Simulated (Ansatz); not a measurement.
# ZnO: the cost of one run

Program: Ansatz 0.2.0. Level of theory: DFT r2SCAN, scalar-relativistic, plane waves, PAW. These are calculated values, not measurements.

1 further run of the same task is left out (set aside as unsound or not needed).

### 1 The structure to begin with

Symmetry: P6_3mc, No. 186, hexagonal system. Conventional cell: a = 3.249 Å, b = 3.249 Å, c = 5.204 Å, α = 90.00°, β = 90.00°, γ = 120.00°. Zn (site symmetry 3m) is surrounded by 4 O at 1.97 to 1.99 Å. O (site symmetry 3m) has 4 Zn at 1.97 to 1.99 Å as nearest neighbours.

As a file:

```xyz
4
Lattice="3.2494 0.0000 0.0000 -1.6247 2.8141 0.0000 0.0000 0.0000 5.2038" Properties=species:S:1:pos:R:3 pbc="T T T"
Zn    0.0000    1.8760    0.0000
Zn    1.6247    0.9380    2.6019
O     0.0000    1.8760    1.9884
O     1.6247    0.9380    4.5903
```

The structure comes from the Crystallography Open Database.

### 2 Functional and cell changed: r2SCAN

Against the listed cell: strain xx, yy, zz, yz, xz, xy = +4.1, +4.1, -4.9, +0.0, +0.0, +0.0 %; atoms moved by 0.10 Å root mean square, at most 0.10 Å.

Input file input.yaml:

```yaml
crystal:
  lattice:
    - [3.3836313852, 0.0, 0.0]
    - [-1.6918156925, 2.9303107366, 0.0]
    - [0.0, 0.0, 4.950426978]
  atoms:
    - { symbol: Zn, position: [0.3333333333, 0.6666666667, -0.0192167262] }
    - { symbol: Zn, position: [0.6666666667, 0.3333333333, 0.4807832738] }
    - { symbol: O, position: [0.3333333333, 0.6666666667, 0.4013167262] }
    - { symbol: O, position: [0.6666666667, 0.3333333333, 0.9013167262] }
basis:
  ecutwfc: 500
kpoints:
  mp_grid: { grid: [9, 9, 6] }
hamiltonian:
  xc: r2scan
scf:
  occupations: { method: gaussian, width: 0.02 }
output:
  forces: true
  stress: true
  eigenvalues: true
```

Q: Estimate wall time and peak memory on 1 thread of an Arm CPU, shared host.

About 27 s, with a peak of 0.46 GiB.
